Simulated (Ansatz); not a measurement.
**ZnF2: ⁶⁷Zn NMR of the central transition**

Cell: an entry of the Crystallography Open Database (COD), whose atoms a relaxation with PBE at fixed cell left in place.

Space group P4_2/mnm (No. 136); a = 4.7048, c = 3.1338 Å.

| site | Wyckoff | site symmetry | x | y | z |
| --- | --- | --- | --- | --- | --- |
| Zn | 2a | m.mm | 0.0000 | 0.0000 | 0.0000 |
| F | 4f | m.2m | 0.3024 | 0.3024 | 0.0000 |

One atom of each set is listed.

Computed with Ansatz: DFT, PBE, plane waves and PAW, scalar-relativistic, 420 eV cutoff, Γ-centred 4×4×6 k-points, Fermi–Dirac smearing 0.02 eV.

⁶⁷Zn has I = 5/2 and Q = 122.0 mb (Pyykkö 2018); at 7.05 T its Larmor frequency is ν₀ = 18.8 MHz. Only the quadrupole interaction is simulated: positions count from each site's isotropic chemical shift, and shift anisotropy, dipolar and J coupling are left out.

Simulated pattern of one Zn site (static powder, Gaussian broadening 4 kHz):

```csv
offset (kHz),height
-55.42,0
-52.60,8
-49.78,38
-46.96,58
-44.14,65
-41.32,74
-38.50,91
-35.68,100
-32.86,82
-30.04,68
-27.22,61
-24.40,57
-21.58,54
-18.76,52
-15.94,50
-13.12,49
-10.30,48
-7.48,48
-4.66,48
-1.84,47
0.98,41
3.80,39
6.62,41
9.44,43
12.26,48
15.08,55
17.90,69
20.72,92
23.54,83
26.36,44
29.18,9
32.00,0
```

**Question.** Which |C_Q| and η does the pattern imply?

**Answer.** The pattern spans 77.8 kHz before broadening and its centre of gravity is at -13.1 kHz, which fixes P_Q; the places of the horns and steps fix η. That gives P_Q = 6.42 MHz, |C_Q| = 6.39 MHz and η = 0.17. The sign of C_Q can't be read from the pattern.

At this cell the PBE pressure is 6 GPa, so with PBE the cell would grow if it were relaxed.

The relaxation (2 steps) took 7.3 s of wall time (7.4 s of CPU time) and 0.38 GiB at its peak, on 1 thread of Arm Neoverse V1 (aarch64; 8 cores open to the job, memory cap 3.0 GiB, no GPU), a shared host with a load of 0.2 a core.
